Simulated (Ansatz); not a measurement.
# CoW2: the cost of one run

Computed with Ansatz 0.2.0 (DFT PBE, scalar-relativistic, plane waves, PAW, unless a step's input says otherwise).

### 1 Starting point

Symmetry: P-3m1, No. 164, trigonal system. The conventional cell has a = 2.771 Å, b = 2.771 Å, c = 6.787 Å, α = 90.00°, β = 90.00°, γ = 120.00°. Around Co (site symmetry -3m) lie 6 W at 2.77 Å and 6 Co at 2.77 Å. Around W (site symmetry 3m) lie 3 Co at 2.77 Å and 9 W at 2.77 Å.

Structure file:

```
Co W
1.0
     2.77067    0.00000    0.00000
    -1.38534    2.39947    0.00000
     0.00000    0.00000    6.78673
Co W
1 2
Cartesian
  0.0000 0.0000 0.0000
  0.0000 1.5996 4.5245
  1.3853 0.7998 2.2622
```

The start is an ordering of an alloy on its end members' structure types: elements ordered on the sites of the Ag type, Co/W on Ag (P-3m1, No. 164).

### 2 The guess as it stands, on a coarse mesh

input.yaml

```yaml
crystal:
  lattice:
    - [2.77067149, 0.0, 0.0]
    - [-1.38533575, 2.3994719, 0.0]
    - [0.0, 0.0, 6.7867314]
  atoms:
    - { symbol: Co, position: [0.0, 0.0, 0.0], spin: 3.0 }
    - { symbol: W, position: [0.33333333, 0.66666667, 0.66666667] }
    - { symbol: W, position: [0.66666667, 0.33333333, 0.33333333] }
basis:
  ecutwfc: 420
kpoints:
  mp_grid: { grid: [6, 6, 4] }
hamiltonian:
  xc: pbe
scf:
  occupations: { method: gaussian, width: 0.1 }
  lower_state_search: "off"
output:
  forces: true
  stress: true
  eigenvalues: true
  populations: true
magnetization:
  spin_polarized: true
```

On the command line:

```
ansatz run input.yaml --threads 1 --pin off --max-ram 2560MiB --backend cpu --events-out ev --progress --plain --runs-dir out
```

What time and memory should one allow on 1 thread of Arm Neoverse V1, shared host?

About 7.4 s, with a peak of 0.34 GiB.
